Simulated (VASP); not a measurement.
# InPd (Pm-3m) in VASP: a series of runs

Runs on InPd. Level: PBE. Tasks: single point, relaxation of cell and atoms.

All numbers are computed with VASP 6.6.1; they aren't measurements. Logs are shortened: lines on timing, memory, paths and dates and some standing lists are left out, and cuts for length are marked.

## 1. Starting point

It takes space group Pm-3m (No. 221, cubic). The conventional cell has a = 3.307 Å, b = 3.307 Å, c = 3.307 Å, α = 90.00°, β = 90.00°, γ = 90.00°. In (site symmetry m-3m) has 8 Pd at 2.86 Å as nearest neighbours. Pd (site symmetry m-3m) is surrounded by 8 In at 2.86 Å.

The cell comes from a database or a generator and needn't be the stable form of this composition.

## 2. Single point, PBE

Contents of INCAR:

```
SYSTEM = InPd
  PREC = Accurate
  ENCUT = 520
  EDIFF = 1E-7
  ISMEAR = -1
  SIGMA = 0.1
  LREAL = .False.
  LASPH = .True.
  NELM = 100
  ALGO = Normal
  ISIF = 2
  LWAVE = .False.
  LCHARG = .False.
  GGA = PE
  NBANDS = 18
```

Contents of KPOINTS:

```
regular mesh
0
Gamma
  7 7 7
  0 0 0
```

Contents of POSCAR:

```
InPd
1.0
    3.3065217980      0.0000000000      0.0000000000
    0.0000000000      3.3065217980      0.0000000000
    0.0000000000      0.0000000000      3.3065217980
In Pd
1 1
Direct
    0.0000000000      0.0000000000      0.0000000000
    0.5000000000      0.5000000000      0.5000000000
```

Potentials or basis: VASP PAW PBE potentials, release 64 (In_d, Pd).

On the command line:

```sh
cat potpaw_PBE.64/In_d/POTCAR potpaw_PBE.64/Pd/POTCAR > POTCAR
mpirun -np 1 vasp_std > vasp.out
```

OUTCAR:

```text
SYSTEM = InPd
   PREC = Accurate
   ENCUT = 520
   EDIFF = 1E-7
   ISMEAR = -1
   LREAL = .False.
   LASPH = .True.
   NELM = 100
   ISIF = 2
   GGA = PE

 ion  position               nearest neighbor table
   1  0.000  0.000  0.000-   2 2.86   2 2.86   2 2.86   2 2.86   2 2.86   2 2.86   2 2.86   2 2.86

   2  0.500  0.500  0.500-   1 2.86   1 2.86   1 2.86   1 2.86   1 2.86   1 2.86   1 2.86   1 2.86

  LATTYP: Found a simple cubic cell.
 ALAT       =     3.3065217980

  Lattice vectors:

 A1 = (   3.3065217980,   0.0000000000,   0.0000000000)
 A2 = (   0.0000000000,   3.3065217980,   0.0000000000)
 A3 = (   0.0000000000,   0.0000000000,   3.3065217980)

Analysis of symmetry for initial positions (statically):
=====================================================================
 Subroutine PRICEL returns:
 Original cell was already a primitive cell.

 Routine SETGRP: Setting up the symmetry group for a
 simple cubic supercell.

 Subroutine GETGRP returns: Found 48 space group operations
 (whereof 48 operations were pure point group operations)
 out of a pool of 48 trial point group operations.

The static configuration has the point symmetry O_h .

Analysis of symmetry for dynamics (positions and initial velocities):
=====================================================================
 Subroutine PRICEL returns:
 Original cell was already a primitive cell.

 Routine SETGRP: Setting up the symmetry group for a
 simple cubic supercell.

 Subroutine GETGRP returns: Found 48 space group operations
 (whereof 48 operations were pure point group operations)
 out of a pool of 48 trial point group operations.

The dynamic configuration has the point symmetry O_h .

 Subroutine INISYM returns: Found 48 space group operations
 (whereof 48 operations are pure point group operations),
 and found     1 'primitive' translations

----------------------------------------------------------------------------------------

                                     Primitive cell

  volume of cell :      36.1505

  direct lattice vectors                    reciprocal lattice vectors
     3.306521798  0.000000000  0.000000000     0.302432605  0.000000000  0.000000000
     0.000000000  3.306521798  0.000000000     0.000000000  0.302432605  0.000000000
     0.000000000  0.000000000  3.306521798     0.000000000  0.000000000  0.302432605

  length of vectors
     3.306521798  3.306521798  3.306521798     0.302432605  0.302432605  0.302432605

  position of ions in fractional coordinates (direct lattice)
     0.000000000  0.000000000  0.000000000
     0.500000000  0.500000000  0.500000000

  ion indices of the primitive-cell ions
   primitive index   ion index
                 1           1
                 2           2

----------------------------------------------------------------------------------------

 KPOINTS: regular mesh

Automatic generation of k-mesh.
 Grid dimensions read from file:
 generate k-points for:    7    7    7

 Generating k-lattice:

  Cartesian coordinates                     Fractional coordinates (reciprocal lattice)
     0.043204658  0.000000000  0.000000000     0.142857143  0.000000000  0.000000000
     0.000000000  0.043204658  0.000000000     0.000000000  0.142857143  0.000000000
     0.000000000  0.000000000  0.043204658     0.000000000  0.000000000  0.142857143

  Length of vectors
     0.043204658  0.043204658  0.043204658

  Shift w.r.t. Gamma in fractional coordinates (k-lattice)
     0.000000000  0.000000000  0.000000000

 Subroutine IBZKPT returns following result:
 ===========================================

 Found     20 irreducible k-points:

 Following reciprocal coordinates:
            Coordinates               Weight
  0.000000  0.000000  0.000000      1.000000
  0.142857  0.000000  0.000000      6.000000
  0.285714  0.000000  0.000000      6.000000
  0.428571  0.000000  0.000000      6.000000
  0.142857  0.142857  0.000000     12.000000
  0.285714  0.142857  0.000000     24.000000
[... 12 lines left out ...]
  0.428571  0.428571  0.285714     24.000000
  0.428571  0.428571  0.428571      8.000000
   k-points           NKPTS =     20   k-points in BZ     NKDIM =     20   number of bands    NBANDS=     18
   number of dos      NEDOS =    301   number of ions     NIONS =      2
   total plane-waves  NPLWV =  21952
   dimension x,y,z NGX =    28 NGY =   28 NGZ =   28
   dimension x,y,z NGXF=    56 NGYF=   56 NGZF=   56
   ions per type =               1   1
   NGX,Y,Z   is equivalent  to a cutoff of  14.08, 14.08, 14.08 a.u.
   NGXF,Y,Z  is equivalent  to a cutoff of  28.16, 28.16, 28.16 a.u.
 SYSTEM =  InPd
   PREC   = accura    normal or accurate (medium, high low for compatibility)
   ISTART =      0    job   : 0-new  1-cont  2-samecut
   ICHARG =      2    charge: 1-file 2-atom 10-const
   ISPIN  =      1    spin polarized calculation?
   LNONCOLLINEAR =      F non collinear calculations
   LSORBIT =      F    spin-orbit coupling
   LASPH  =      T    aspherical Exc in radial PAW
   ENCUT  =  520.0 eV  38.22 Ry    6.18 a.u.   6.15  6.15  6.15*2*pi/ulx,y,z
   NELM   =    100;   NELMIN=  2; NELMDL= -5     # of ELM steps
   EDIFF  = 0.1E-06   stopping-criterion for ELM
   LREAL  =      F    real-space projection
   EDIFFG = 0.1E-05   stopping-criterion for IOM
   NSW    =      0    number of steps for IOM
   IBRION =     -1    ionic relax: 0-MD 1-quasi-New 2-CG
   NFREE  =      0    steps in history (QN), initial steepest desc. (CG)
   ISIF   =      2    stress and relaxation
   ISYM   =      2    0-nonsym 1-usesym 2-fastsym
   POTIM  = 0.5000    time-step for ionic-motion
   TEBEG  =    0.0;   TEEND  =   0.0 temperature during run
   PSTRESS=    0.0 pullay stress
   NELECT =      23.0000    total number of electrons
   NUPDOWN=      -1.0000    fix difference up-down
   EMIN   =  10.00;   EMAX   =-10.00  energy-range for DOS
   EFERMI =   0.00;   METHOD = LEGACY
   ISMEAR =    -1;   SIGMA  =   0.10  broadening in eV -4-tet -1-fermi 0-gaus
   EFERMI_NEDOS =   21; number of points for ismear=-14 and -15
   IALGO  =     38    algorithm
   IMIX   =      4    mixing-type and parameters
     AMIX     =   0.40;   BMIX     =  1.00
     AMIX_MAG =   1.60;   BMIX_MAG =  1.00
  volume/ion in A,a.u.               =      18.08       121.98
  Fermi-wavevector in a.u.,A,eV,Ry     =   1.408033  2.660796 26.974310  1.982556
  Thomas-Fermi vector in A             =   2.530231
   LORBIT       =      0    0 simple, 1 ext, 2 COOP (PROOUT), +10 PAW based schemes
   GGA     = PE    functional components
   LHFCALC =     F    Hartree Fock is set to
   AEXX    =    0.0000 exact exchange contribution
   IVDW    =     0    specifies the selected vdW correction
   LEPSILON=     F    determine dielectric tensor
   LRPA    =     F    only Hartree local field effects (RPA)
 non-spin polarized calculation
  energy-cutoff  :      520.00
  volume of cell :       36.15
 maximum number of plane-waves:       985
 NGX is ok and might be reduce to    28
   NGX = 13   NGY = 13   NGZ = 13

 number of electron      23.0000002 magnetization

 Free energy of the ion-electron system (eV)
  ---------------------------------------------------
  ext. energy  EPLUGINS =         0.00000000
  ---------------------------------------------------
  free energy    TOTEN  =        -8.77306589 eV

  energy without entropy =       -8.75418807  energy(sigma->0) =       -8.76362698

 E-fermi :  10.1239     XC(G=0): -12.0522

 val. band max:       10.0931838172   @ k =   0.4286   0.4286   0.4286
 cond. band min:      10.2605185643   @ k =   0.4286   0.2857   0.2857
 fundamental gap:      0.1673347472
 Fermi energy:        10.1238639813

 k-point     1 :       0.0000    0.0000    0.0000
  band No.  band energies     occupation
      1      -4.8605      2.00000
      2      -4.8605      2.00000
      3      -4.4878      2.00000
      4      -4.4878      2.00000
      5      -4.4878      2.00000
      6       0.2077      2.00000
[... 10 lines left out ...]
     17      20.3768      0.00000
     18      25.9503      0.00000

 k-point     2 :       0.1429    0.0000    0.0000
  band No.  band energies     occupation
      1      -4.8510      2.00000
      2      -4.7996      2.00000
      3      -4.5065      2.00000
      4      -4.5065      2.00000
      5      -4.4825      2.00000
      6       0.5229      2.00000
[... 10 lines left out ...]
     17      22.2479      0.00000
     18      25.2550      0.00000

 k-point     3 :       0.2857    0.0000    0.0000
  band No.  band energies     occupation
      1      -4.8297      2.00000
      2      -4.6636      2.00000
      3      -4.5480      2.00000
      4      -4.5480      2.00000
      5      -4.4706      2.00000
      6       1.4572      2.00000
[... 10 lines left out ...]
     17      24.0812      0.00000
     18      24.0817      0.00000

 k-point     4 :       0.4286    0.0000    0.0000
  band No.  band energies     occupation
      1      -4.8125      2.00000
      2      -4.5811      2.00000
      3      -4.5811      2.00000
      4      -4.5553      2.00000
      5      -4.4610      2.00000
      6       2.9299      2.00000
[... 291 lines left out ...]
      4      -4.5149      2.00000
      5      -4.3993      2.00000
      6       4.1266      2.00000
[... 10 lines left out ...]
     17      19.7168      0.00000
     18      22.2408      0.00000

 k-point    19 :       0.4286    0.4286    0.2857
  band No.  band energies     occupation
      1      -4.7518      2.00000
      2      -4.6839      2.00000
      3      -4.6829      2.00000
      4      -4.4570      2.00000
      5      -4.3271      2.00000
      6       4.5595      2.00000
[... 10 lines left out ...]
     17      17.8444      0.00000
     18      19.9577      0.00000

 k-point    20 :       0.4286    0.4286    0.4286
  band No.  band energies     occupation
      1      -4.7353      2.00000
      2      -4.7239      2.00000
      3      -4.7239      2.00000
      4      -4.3243      2.00000
      5      -4.3243      2.00000
      6       5.0571      2.00000
[... 10 lines left out ...]
     17      15.3889      0.00000
     18      17.5184      0.00000

------------------------ aborting loop because EDIFF is reached ----------------------------------------

  FORCE on cell =-STRESS in cart. coord.  units (eV):
  Direction    XX          YY          ZZ          XY          YZ          ZX
  --------------------------------------------------------------------------------------
  -------------------------------------------------------------------------------------
  Total        0.0120239      0.0120239      0.0120239     -0.0000000     -0.0000000     -0.0000000
  in kB        0.5328954      0.5328954      0.5328954     -0.0000000     -0.0000000     -0.0000000
  external PRESSURE =       0.5328954 kB  Pullay stress =       0.0000000 kB

 VOLUME and BASIS-vectors are now :
 -----------------------------------------------------------------------------
  energy-cutoff  :      520.00
  volume of cell :       36.15
      direct lattice vectors                 reciprocal lattice vectors
     3.306521798  0.000000000  0.000000000     0.302432605  0.000000000  0.000000000
     0.000000000  3.306521798  0.000000000     0.000000000  0.302432605  0.000000000
     0.000000000  0.000000000  3.306521798     0.000000000  0.000000000  0.302432605

 POSITION                                       TOTAL-FORCE (eV/Angst)
 -----------------------------------------------------------------------------------
      0.00000      0.00000      0.00000         0.000000      0.000000      0.000000
      1.65326      1.65326      1.65326         0.000000      0.000000      0.000000
 -----------------------------------------------------------------------------------
    total drift:                                0.000000      0.000000      0.000000

  FREE ENERGIE OF THE ION-ELECTRON SYSTEM (eV)
  ---------------------------------------------------
  free  energy   TOTEN  =        -8.7730658896 eV

  energy  without entropy=       -8.7541880691  energy(sigma->0) =       -8.76362698
```

Wall time 16 s (1 thread of Intel Xeon Platinum 8488C (Sapphire Rapids), shared host); peak memory 0.16 GiB.

Results:

| Property | Result |
| --- | --- |
| Free energy | -8.7731 eV |
| Pressure | 0.1 GPa |
| Band gap on the k mesh | none (metal or under the smearing width) |

[end of part 1 of 2]
